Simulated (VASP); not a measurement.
# Tl (P6_3/mmc) in VASP: a series of runs

The runs below take Tl through single point, with r2SCAN.

Program: VASP 6.6.1. These are calculated values, not measurements. Logs are shortened: lines on timing, memory, paths and dates and some standing lists are left out, and cuts for length are marked.

## Step 1: The structure

Symmetry: P6_3/mmc, No. 194, hexagonal system. Conventional cell: a = 3.566 Å, b = 3.566 Å, c = 5.471 Å, α = 90.00°, β = 90.00°, γ = 120.00°. Tl (site symmetry -6m2) is surrounded by 12 Tl at 3.42 to 3.57 Å.

## Step 2: Single point, r2SCAN

Contents of POSCAR:

```
Tl
1.0
    3.5662720998      0.0000000000      0.0000000000
   -1.7831360499      3.0884822352      0.0000000000
    0.0000000000      0.0000000000      5.4708867890
Tl
2
Direct
    0.3333333333      0.6666666667      0.2500000000
    0.6666666667      0.3333333333      0.7500000000
```

Contents of INCAR.step1:

```
SYSTEM = Tl
PREC = Accurate
ENCUT = 520
ISMEAR = 0
SIGMA = 0.1
LREAL = .False.
LASPH = .True.
NELM = 100
NBANDS = 20
GGA = PE
ALGO = Normal
EDIFF = 1E-4
LWAVE = .True.
LCHARG = .False.
```

Contents of INCAR.step2:

```
SYSTEM = Tl
PREC = Accurate
ENCUT = 520
EDIFF = 1E-7
ISMEAR = 0
SIGMA = 0.1
LREAL = .False.
LASPH = .True.
NELM = 100
ALGO = Normal
ISIF = 2
LWAVE = .False.
LCHARG = .True.
METAGGA = R2SCAN
LMIXTAU = .True.
LELF = .True.
LVHAR = .True.
NBANDS = 20
ISTART = 1
```

Contents of KPOINTS:

```
regular mesh
0
Gamma
  15 15 8
  0 0 0
```

Potentials or basis: VASP PAW PBE potentials, release 64 (Tl_d).

Launch:

```console
> cat potpaw_PBE.64/Tl_d/POTCAR > POTCAR
> cp INCAR.step1 INCAR
> mpirun -np 1 vasp_std > vasp.out
> cp INCAR.step2 INCAR
> mpirun -np 1 vasp_std > vasp.out
```

OUTCAR:

```text
SYSTEM = Tl
   PREC = Accurate
   ENCUT = 520
   EDIFF = 1E-7
   ISMEAR = 0
   LREAL = .False.
   LASPH = .True.
   NELM = 100
   ISIF = 2
   METAGGA = R2SCAN
   ISTART = 1

 ion  position               nearest neighbor table
   1  0.333  0.667  0.250-   2 3.42   2 3.42   2 3.42   2 3.42   2 3.42   2 3.42
   2  0.667  0.333  0.750-   1 3.42   1 3.42   1 3.42   1 3.42   1 3.42   1 3.42

  LATTYP: Found a hexagonal cell.
 ALAT       =     3.5662720998
 C/A-ratio  =     1.5340631999

  Lattice vectors:

 A1 = (   3.5662720998,   0.0000000000,   0.0000000000)
 A2 = (  -1.7831360499,   3.0884822352,   0.0000000000)
 A3 = (   0.0000000000,   0.0000000000,   5.4708867890)

Analysis of symmetry for initial positions (statically):
=====================================================================
 Subroutine PRICEL returns:
 Original cell was already a primitive cell.

 Routine SETGRP: Setting up the symmetry group for a
 hexagonal supercell.

 Subroutine GETGRP returns: Found 24 space group operations
 (whereof 12 operations were pure point group operations)
 out of a pool of 24 trial point group operations.

The static configuration has the point symmetry D_3d.
 The point group associated with its full space group is D_6h.

Analysis of symmetry for dynamics (positions and initial velocities):
=====================================================================
 Subroutine PRICEL returns:
 Original cell was already a primitive cell.

 Routine SETGRP: Setting up the symmetry group for a
 hexagonal supercell.

 Subroutine GETGRP returns: Found 24 space group operations
 (whereof 12 operations were pure point group operations)
 out of a pool of 24 trial point group operations.

The dynamic configuration has the point symmetry D_3d.
 The point group associated with its full space group is D_6h.

 Subroutine INISYM returns: Found 24 space group operations
 (whereof 12 operations are pure point group operations),
 and found     1 'primitive' translations

----------------------------------------------------------------------------------------

                                     Primitive cell

  volume of cell :      60.2584

  direct lattice vectors                    reciprocal lattice vectors
     3.566272100  0.000000000  0.000000000     0.280404852  0.161891817  0.000000000
    -1.783136050  3.088482235  0.000000000     0.000000000  0.323783633  0.000000000
     0.000000000  0.000000000  5.470886789     0.000000000  0.000000000  0.182785724

  length of vectors
[... 75 lines left out ...]
   ICHARG =      0    charge: 1-file 2-atom 10-const
   ISPIN  =      1    spin polarized calculation?
   LNONCOLLINEAR =      F non collinear calculations
   LSORBIT =      F    spin-orbit coupling
   LASPH  =      T    aspherical Exc in radial PAW
   ENCUT  =  520.0 eV  38.22 Ry    6.18 a.u.   6.63  6.63 10.17*2*pi/ulx,y,z
   NELM   =    100;   NELMIN=  2; NELMDL=  0     # of ELM steps
   EDIFF  = 0.1E-06   stopping-criterion for ELM
   LREAL  =      F    real-space projection
   EDIFFG = 0.1E-05   stopping-criterion for IOM
   NSW    =      0    number of steps for IOM
   IBRION =     -1    ionic relax: 0-MD 1-quasi-New 2-CG
   NFREE  =      0    steps in history (QN), initial steepest desc. (CG)
   ISIF   =      2    stress and relaxation
   ISYM   =      2    0-nonsym 1-usesym 2-fastsym
   POTIM  = 0.5000    time-step for ionic-motion
   TEBEG  =    0.0;   TEEND  =   0.0 temperature during run
   PSTRESS=    0.0 pullay stress
   NELECT =      26.0000    total number of electrons
   NUPDOWN=      -1.0000    fix difference up-down
   EMIN   =  10.00;   EMAX   =-10.00  energy-range for DOS
   EFERMI =   0.00;   METHOD = LEGACY
   ISMEAR =     0;   SIGMA  =   0.10  broadening in eV -4-tet -1-fermi 0-gaus
   EFERMI_NEDOS =   21; number of points for ismear=-14 and -15
   IALGO  =     38    algorithm
   IMIX   =      4    mixing-type and parameters
     AMIX     =   0.40;   BMIX     =  1.00
     AMIX_MAG =   1.60;   BMIX_MAG =  1.00
  volume/ion in A,a.u.               =      30.13       203.32
  Fermi-wavevector in a.u.,A,eV,Ry     =   1.237068  2.337719 20.821496  1.530337
  Thomas-Fermi vector in A             =   2.371650
   LORBIT       =      0    0 simple, 1 ext, 2 COOP (PROOUT), +10 PAW based schemes
   METAGGA = R2SCAN    functional components
   LHFCALC =     F    Hartree Fock is set to
   AEXX    =    0.0000 exact exchange contribution
   IVDW    =     0    specifies the selected vdW correction
   LEPSILON=     F    determine dielectric tensor
   LRPA    =     F    only Hartree local field effects (RPA)
 non-spin polarized calculation
 Gauss-broadening in eV      SIGMA  =   0.10
  energy-cutoff  :      520.00
  volume of cell :       60.26
 maximum number of plane-waves:      1653
 NGX is ok and might be reduce to    28
   NGX = 13   NGY = 13   NGZ = 21

 number of electron      25.9999999 magnetization

 Free energy of the ion-electron system (eV)
  ---------------------------------------------------
  ext. energy  EPLUGINS =         0.00000000
  ---------------------------------------------------
  free energy    TOTEN  =      -106.35636302 eV

  energy without entropy =     -106.35338934  energy(sigma->0) =     -106.35487618

 E-fermi :   6.0566     XC(G=0): -10.5309

 val. band max:        6.0384011329   @ k =   0.2667   0.1333   0.0000
 cond. band min:       6.0773539160   @ k =   0.3333   0.3333   0.2500
 fundamental gap:      0.0389527831
 Fermi energy:         6.0566402247

 k-point     1 :       0.0000    0.0000    0.0000
  band No.  band energies     occupation
      1      -6.2618      2.00000
      2      -6.0536      2.00000
      3      -6.0536      2.00000
      4      -6.0360      2.00000
      5      -6.0012      2.00000
      6      -6.0012      2.00000
[... 541 lines left out ...]
     19      13.8318      0.00000
     20      17.7324      0.00000

 [... further k-points ...]
[... 5 lines left out ...]
  --------------------------------------------------------------------------------------
  -------------------------------------------------------------------------------------
  Total       -0.0061401     -0.0061401     -0.0221880      0.0000000      0.0000000     -0.0000000
  in kB       -0.1632565     -0.1632565     -0.5899448      0.0000000      0.0000000     -0.0000000
  external PRESSURE =      -0.3054859 kB  Pullay stress =       0.0000000 kB

 VOLUME and BASIS-vectors are now :
 -----------------------------------------------------------------------------
  energy-cutoff  :      520.00
  volume of cell :       60.26
      direct lattice vectors                 reciprocal lattice vectors
     3.566272100  0.000000000  0.000000000     0.280404852  0.161891817  0.000000000
    -1.783136050  3.088482235  0.000000000     0.000000000  0.323783633  0.000000000
     0.000000000  0.000000000  5.470886789     0.000000000  0.000000000  0.182785724

 POSITION                                       TOTAL-FORCE (eV/Angst)
 -----------------------------------------------------------------------------------
     -0.00000      2.05899      1.36772        -0.000000      0.000000      0.000000
      1.78314      1.02949      4.10317         0.000000      0.000000      0.000000
 -----------------------------------------------------------------------------------
    total drift:                                0.000000     -0.000000      0.000000

  FREE ENERGIE OF THE ION-ELECTRON SYSTEM (eV)
  ---------------------------------------------------
  free  energy   TOTEN  =      -106.3563630152 eV

  energy  without entropy=     -106.3533893378  energy(sigma->0) =     -106.35487618
```

OSZICAR.step1:

```text
N       E                     dE             d eps       ncg     rms          rms(c)
DAV:   1     0.130550163959E+03    0.13055E+03   -0.14043E+04  5408   0.122E+03
DAV:   2    -0.192011310328E+01   -0.13247E+03   -0.13009E+03  5908   0.274E+02
DAV:   3    -0.447511617196E+01   -0.25550E+01   -0.25404E+01  6244   0.332E+01
DAV:   4    -0.449107032907E+01   -0.15954E-01   -0.15953E-01  5692   0.283E+00
DAV:   5    -0.449130372885E+01   -0.23340E-03   -0.23340E-03  6020   0.338E-01    0.265E+00
DAV:   6    -0.445148411146E+01    0.39820E-01   -0.69164E-02  5680   0.200E+00    0.189E+00
DAV:   7    -0.444475502810E+01    0.67291E-02   -0.29630E-02  5780   0.131E+00    0.682E-01
DAV:   8    -0.444430113695E+01    0.45389E-03   -0.22313E-03  5660   0.347E-01    0.358E-02
DAV:   9    -0.444430813585E+01   -0.69989E-05   -0.16048E-05  3052   0.345E-02
   1 F= -.44443081E+01 E0= -.44427509E+01  d E =-.311439E-02
```

Wall time 6.2 min (1 thread of AMD EPYC 9R45 (Zen 5), shared host); peak memory 0.24 GiB.

Results:

```yaml
Free_energy: -106.3564 eV
Pressure: 0.0 GPa
Band_gap_on_the_k_mesh: none (metal or under the smearing width)
```

Caveat: the PAW data sets were made with another functional, which shifts forces and pressure a little.

## Step 3: Single point, r2SCAN

This run uses another cell than the first one, of 29.91 Å³/atom, 0.993 times its volume.

Contents of POSCAR:

```
Tl
1.0
    3.4973395198      0.0000000000      0.0000000000
   -1.7486697599      3.0287848698      0.0000000000
    0.0000000000      0.0000000000      5.6465616800
Tl
2
Direct
    0.3333333300      0.6666666700      0.2500000000
    0.6666666700      0.3333333300      0.7500000000
```

Contents of INCAR.step1:

```
SYSTEM = Tl
ALGO     = Normal         ! electronic algorithm
EDIFF    = 1E-4           ! SCF threshold, eV
ENCUT    = 520            ! plane-wave cutoff, eV
GGA      = PE             ! functional
ISMEAR   = 0              ! smearing method
LASPH    = .TRUE.         ! aspherical terms in the spheres
LCHARG   = .FALSE.        ! write CHGCAR
LREAL    = .FALSE.        ! projectors in reciprocal space
LWAVE    = .TRUE.         ! write WAVECAR
NBANDS   = 20             ! bands
NELM     = 100            ! most SCF steps
PREC     = Accurate       ! precision mode
SIGMA    = 0.1            ! smearing width, eV
```

Contents of INCAR.step2:

```
SYSTEM = Tl
ALGO     = Normal         ! electronic algorithm
EDIFF    = 1E-6           ! SCF threshold, eV
ENCUT    = 520            ! plane-wave cutoff, eV
ISIF     = 2              ! what is computed and relaxed
ISMEAR   = 0              ! smearing method
ISTART   = 1            
LASPH    = .TRUE.         ! aspherical terms in the spheres
LCHARG   = .TRUE.         ! write CHGCAR
LELF     = .TRUE.         ! ELF
LMIXTAU  = .TRUE.       
LREAL    = .FALSE.        ! projectors in reciprocal space
LVHAR    = .TRUE.       
LWAVE    = .FALSE.        ! write WAVECAR
METAGGA  = R2SCAN         ! meta-GGA
NBANDS   = 20             ! bands
NELM     = 100            ! most SCF steps
PREC     = Accurate       ! precision mode
SIGMA    = 0.1            ! smearing width, eV
```

Contents of KPOINTS:

```
k-points
0
G
  6 6 4
  0 0 0
```

Potentials or basis: VASP PAW PBE potentials, release 64 (Tl_d).

Launch:

```console
> cat potpaw_PBE.64/Tl_d/POTCAR > POTCAR
> cp INCAR.step1 INCAR
> mpirun -np 1 vasp_std > vasp.out
> cp INCAR.step2 INCAR
> mpirun -np 1 vasp_std > vasp.out
```

Run time: 58 s. Hardware: 1 thread of AMD EPYC 9R45 (Zen 5), shared host; peak memory 0.15 GiB.

The run converged. Its results:

* Free energy: -106.3293 eV
* Pressure: 0.0 GPa
* Band gap on the k mesh: none (metal or under the smearing width)

Stress tensor (GPa, compression positive):
```
-0.69  0.00  0.00
 0.00 -0.69  0.00
 0.00  0.00  1.50
```

Levels at points of the mesh, in eV from the Fermi level:
```
           k point  band 9  band 10  band 11  band 12  band 13  band 14  band 15  band 16  band 17  band 18
(0.00, 0.00, 0.00)  -11.73   -11.73   -10.22    -5.56    -2.81     7.97     7.97     9.99     9.99    10.56
(0.50, 0.00, 0.00)  -11.68   -11.68    -6.06    -4.89    -0.89     0.40     1.33     3.83     3.93     8.10
(0.00, 0.00, 0.50)  -11.83   -11.83    -8.82    -8.82     3.13     3.13     8.92     8.92     8.92     8.92
(0.50, 0.00, 0.50)  -11.70   -11.70    -5.06    -5.06    -2.23    -2.23     5.55     5.55     5.97     5.97
```

Caveat: the PAW data sets were made with another functional, which shifts forces and pressure a little. Spin-orbit coupling is left out, which matters for the levels of Tl.
